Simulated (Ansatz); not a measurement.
Set up this calculation in Ansatz 0.2.0, as the native input.

```yaml
Task: single point
Functional: HISS
Potentials_or_basis: Ansatz PAW
Cutoff: "420 eV (not typed: the program's choice for these potentials)"
k_mesh: 4 × 4 × 4
Occupations: fermi-dirac, width 0.05 eV
Spin: no spin polarisation
```

The system is Bi2Te2Se.

```
Bi Te Se
1.0
     2.16097    1.24764   10.58557
    -2.16097    1.24764   10.58557
     0.00000   -2.49527   10.58557
Bi Te Se
2 2 1
Direct
  0.39172 0.39172 0.39172
  0.60828 0.60828 0.60828
  0.78040 0.78040 0.78040
  0.21960 0.21960 0.21960
  0.00000 0.00000 0.00000
```

The cell is a database's computed one.

These files were run (other wordings do the same):

input.yaml

```yaml
crystal:
  lattice:
    - [2.1609687617, 1.2476358963, 10.5855712543]
    - [-2.1609687617, 1.2476358963, 10.5855712543]
    - [0.0, -2.4952717926, 10.5855712543]
  atoms:
    - { symbol: Bi, position: [0.39172124, 0.39172124, 0.39172124] }
    - { symbol: Bi, position: [0.60827876, 0.60827876, 0.60827876] }
    - { symbol: Te, position: [0.78040487, 0.78040487, 0.78040487] }
    - { symbol: Te, position: [0.21959513, 0.21959513, 0.21959513] }
    - { symbol: Se, position: [0.0, 0.0, 0.0] }
hamiltonian:
  xc: hiss
  pseudopotentials: { kind: paw }
kpoints:
  mp_grid: { grid: [4, 4, 4] }
scf:
  occupations: { method: fermi_dirac, width: 0.05 }
  exx: { singularity: none }
output:
  forces: true
  stress: true
  eigenvalues: true
```

Potentials or basis: Ansatz PAW.

Run with:

```sh
$ ansatz run input.yaml --threads 2 --pin off --max-ram 5632MiB --backend cpu --events-out ev --progress --plain --runs-dir out
```

Results of the run:

The pressure is -1.3 GPa and the largest force is 0.352 eV/Å. The band gap on the k mesh is 1.04 eV, direct.

Caveat: the k mesh is coarse (spacing up to 0.42 Å⁻¹), so the values aren't converged, least of all with exact exchange; spin-orbit coupling is left out, which as a rule narrows the gap of such compounds by several tenths of an eV; the PAW data sets come from PBE, with cores solved anew for the run's functional, which leaves a small shift of forces and pressure; the thresholds are loose for stress.

Wall time 4.7 min on 2 threads of Arm Neoverse N1 (shared host), peak memory 4.6 GiB.
